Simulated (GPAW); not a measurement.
The system is Pb.

```
Pb
1.0
     0.00000    2.47502    2.47502
     2.47502    0.00000    2.47502
     2.47502    2.47502    0.00000
Pb
1
Direct
  0.00000 0.00000 0.00000
```

```yaml
Program: GPAW 26.7.0
Task: relaxation of cell and atoms
Functional: revPBE
Potentials_or_basis: the program's PAW data sets (release 1.2.1) made for this functional
Cutoff: 600 eV
Basis: pw
k_mesh: 9 × 9 × 9
Occupations: fermi-dirac, width 0.05 eV
Spin: no spin polarisation
```

At the start: pressure 3.2 GPa; volume 30.32 Å³/atom.

How do energy, volume and symmetry change on relaxing?

Over 4 steps the energy falls by 20.5 meV/atom and the volume is 32.56 Å³/atom (+7.4 %); space group Fm-3m (No. 225, to 0.05 Å).

The path:
| step | energy change (eV) | largest force (eV/Å) | pressure (GPa) | volume (Å³) |
| --- | --- | --- | --- | --- |
| 1 | 0.0000 | 0.0000 | 3.16 | 30.32 |
| 2 | -0.0123 | 0.0000 | 1.89 | 31.11 |
| 3 | -0.0204 | 0.0000 | 0.19 | 32.41 |
| 4 | -0.0205 | 0.0000 | 0.01 | 32.56 |

Final structure:
```
CELL_PARAMETERS angstrom
0.00000 2.53450 2.53450
2.53450 0.00000 2.53450
2.53450 2.53450 0.00000
ATOMIC_POSITIONS crystal
Pb 0.00000 0.00000 0.00000
```

The cell as given is a measured one (30.32 Å³/atom); revPBE puts the equilibrium volume +7.4 % from it, thermal expansion not counted.

Caveat: later steps reuse the first step's grids.
